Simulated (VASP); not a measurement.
# Settings for SiO₂: relaxation of the cell

SiO₂, P4_2/mnm (no. 136), 6 atoms in the cell. RSCAN; PAW potentials Si, O (PBE set). VASP 6.6.1. The cell is changed on purpose: volume scaled by 1.03.

Wanted: cell volume within 0.2 %; lattice lengths within 0.1 %; shortest distances from each atom, periodic images included within 0.005 Å.

What the run is for: cell; Accuracy asked: standard.

The series start from Plane-wave cutoff (eV): 600; k-point mesh: 4 × 4 × 7; Relaxation passes: 2; Ionic threshold (EDIFFG): -0.005; Electronic threshold (eV): 1e-6; Precision mode (PREC): Accurate; Relaxation algorithm: IBRION=2 POTIM=0.5. Each series keeps the choices made before it, and each single choice may use up half of a tolerance. Times cover all steps of a run.

## Plane-wave cutoff (eV)

| Plane-wave cutoff (eV) | Cell volume (Å³) | Lattice lengths, largest deviation against the largest value | Shortest distances from each atom, periodic images included, largest deviation (Å) | Time (s) |
|---|---|---|---|---|
| 400 | 45.53 | 0.95 % | 0.0222 | 156 |
| 460 | 46.45 | 0.14 % | 0.0035 | 165 |
| 520 | 46.58 | 0.021 % | 0.0007 | 104 |
| 600 | 46.52 | 0.075 % | 0.0019 | 277 |
| 700 | 46.53 | 0.056 % | 0.0014 | 153 |
| 840 (reference) | 46.6 | 0 % | 0.0000 | 214 |

Chosen: 840; the next looser run is off by more than half of the tolerance, so convergence isn't shown beyond this value.

## k-point mesh

| k-point mesh | Cell volume (Å³) | Lattice lengths, largest deviation against the largest value | Shortest distances from each atom, periodic images included, largest deviation (Å) | Time (s) |
|---|---|---|---|---|
| 2 × 2 × 4 | 46.6 | 0.01 % | 0.0010 | 91 |
| 3 × 3 × 4 | 46.59 | 0.045 % | 0.0011 | 119 |
| 4 × 4 × 5 | 46.6 | 0.0089 % | 0.0002 | 198 |
| 4 × 4 × 7 | 46.6 | 0.00024 % | 0.0000 | 214 |
| 5 × 5 × 8 | 46.6 | 0.00024 % | 0.0000 | 253 |
| 7 × 7 × 10 (reference) | 46.6 | 0 % | 0.0000 | 448 |

Chosen: 2 × 2 × 4, the loosest value from which every tighter one stays within half of the tolerance.

## Relaxation passes

| Relaxation passes | Cell volume (Å³) | Lattice lengths, largest deviation against the largest value | Shortest distances from each atom, periodic images included, largest deviation (Å) | Time (s) |
|---|---|---|---|---|
| 1 | 46.6 | 0 % | 0.0000 | 95 |
| 2 | 46.6 | 0 % | 0.0000 | 91 |
| 3 (reference) | 46.6 | 0 % | 0.0000 | 132 |

Chosen: 1.

## Ionic threshold (EDIFFG)

| Ionic threshold (EDIFFG) | Cell volume (Å³) | Lattice lengths, largest deviation against the largest value | Shortest distances from each atom, periodic images included, largest deviation (Å) | Time (s) |
|---|---|---|---|---|
| -0.05 | 46.59 | 0.036 % | 0.0008 | 92 |
| -0.02 | 46.59 | 0.036 % | 0.0008 | 96 |
| -0.01 | 46.59 | 0.036 % | 0.0008 | 88 |
| -0.005 | 46.6 | 0.011 % | 0.0002 | 95 |
| -0.002 (reference) | 46.61 | 0 % | 0.0000 | 114 |

Chosen: -0.05.

## Electronic threshold (eV)

| Electronic threshold (eV) | Cell volume (Å³) | Lattice lengths, largest deviation against the largest value | Shortest distances from each atom, periodic images included, largest deviation (Å) | Time (s) |
|---|---|---|---|---|
| 0.0001 | 46.59 | 0.0043 % | 0.0001 | 67 |
| 1e-5 | 46.59 | 0.0017 % | 0.0000 | 75 |
| 1e-6 | 46.59 | 0.0017 % | 0.0000 | 92 |
| 1e-7 (reference) | 46.59 | 0 % | 0.0000 | 81 |

Chosen: 0.0001.

## Precision mode (PREC)

| Precision mode (PREC) | Cell volume (Å³) | Lattice lengths, largest deviation against the largest value | Shortest distances from each atom, periodic images included, largest deviation (Å) | Time (s) |
|---|---|---|---|---|
| Normal | 46.59 | 0.00096 % | 0.0000 | 36 |
| Accurate (reference) | 46.59 | 0 % | 0.0000 | 67 |

Chosen: Normal.

## Relaxation algorithm

| Relaxation algorithm | Cell volume (Å³) | Lattice lengths, largest deviation against the largest value | Shortest distances from each atom, periodic images included, largest deviation (Å) | Time (s) |
|---|---|---|---|---|
| IBRION=2 POTIM=0.5 | 46.59 | 0 % | 0.0000 | 36 |
| IBRION=2 POTIM=0.2 | 46.64 | 0.11 % | 0.0027 | 37 |
| IBRION=1 POTIM=0.5 | 46.62 | 0.021 % | 0.0005 | 33 |
| IBRION=1 POTIM=0.2 | 46.68 | 0.12 % | 0.0040 | 32 |

Chosen: IBRION=2 POTIM=0.5; no other choice that stays within half of the tolerance saves 30 % of the time.

## All choices together

| Input | Cell volume (Å³) | Lattice lengths, largest deviation against the largest value | Shortest distances from each atom, periodic images included, largest deviation (Å) | Time (s) |
|---|---|---|---|---|
| the program's defaults (naive) | 45.55 | 0.85 % | 0.0177 | 23 |
| chosen settings | 46.59 | 0.031 % | 0.0015 | 36 |
| reference settings throughout | 46.6 | 0 % | 0.0000 | 563 |

The chosen settings stay within the tolerance of the reference run, but the reference itself isn't shown to be converged in: Plane-wave cutoff (eV).

Values of the reference run: Lattice lengths: 4.178, 4.178, 2.669 Å.

## The input

INCAR.step1:
```
METAGGA = RSCAN ; ISMEAR = 0
SIGMA = 0.03 ; LWAVE = F
LCHARG = F ; NSW = 80
PREC = Normal ; LASPH = T
LREAL = F ; ALGO = Normal
EDIFF = 1E-4 ; NELM = 120
GGA_COMPAT = F ; IBRION = 2
ISIF = 3 ; EDIFFG = -0.05
NELMIN = 4 ; ENCUT = 840
EFERMI = MIDGAP ; LMIXTAU = T
KPAR = 2 ; POTIM = 0.5
```

INCAR.step2, as INCAR.step1 but for:
```
- NSW = 80
- IBRION = 2
- ISIF = 3
- EDIFFG = -0.05
- NELMIN = 4
- POTIM = 0.5
+ ISIF = 2
```

KPOINTS:
```
Automatic mesh
0
Gamma
  2 2 4
  0 0 0
```

POSCAR.step1:
```
SiO2
1.0
    4.2750842903      0.0000000000      0.0000000000
    0.0000000000      4.2750842903      0.0000000000
    0.0000000000      0.0000000000      2.7201650018
Si O
2 4
Direct
    0.0000000000      0.0000000000      0.0000000000
    0.5000000000      0.5000000000      0.5000000000
    0.8068390000      0.1931610000      0.5000000000
    0.3068390000      0.3068390000      0.0000000000
    0.1931610000      0.8068390000      0.5000000000
    0.6931610000      0.6931610000      0.0000000000
```

Commands (each step's output is kept before the next begins):
```
cat potpaw_PBE.64/Si/POTCAR potpaw_PBE.64/O/POTCAR > POTCAR
cp INCAR.step1 INCAR
cp POSCAR.step1 POSCAR
mpirun -np 8 vasp_std > vasp.out
cp CONTCAR POSCAR
cp INCAR.step2 INCAR
mpirun -np 8 vasp_std > vasp.out
```

The chosen input took VASP 6.6.1 36 s on 8 cores (Intel Xeon Platinum 8259CL @ 2.50GHz (Skylake/Cascade Lake)), a shared host.

## An input that fails: cell relaxed at a low cutoff

It runs to its end, but against the unchanged starting input it is off by 16 % in the cell volume, 6.5 % in the lattice lengths, 0.1245 Å in the shortest distances from each atom, periodic images included.

Changes against the starting input:
```
(all steps)
- PREC = Accurate
- NELM = 120
- ENCUT = 600
+ PREC = Low
+ NELM = 95
+ ENCUT = 280
```
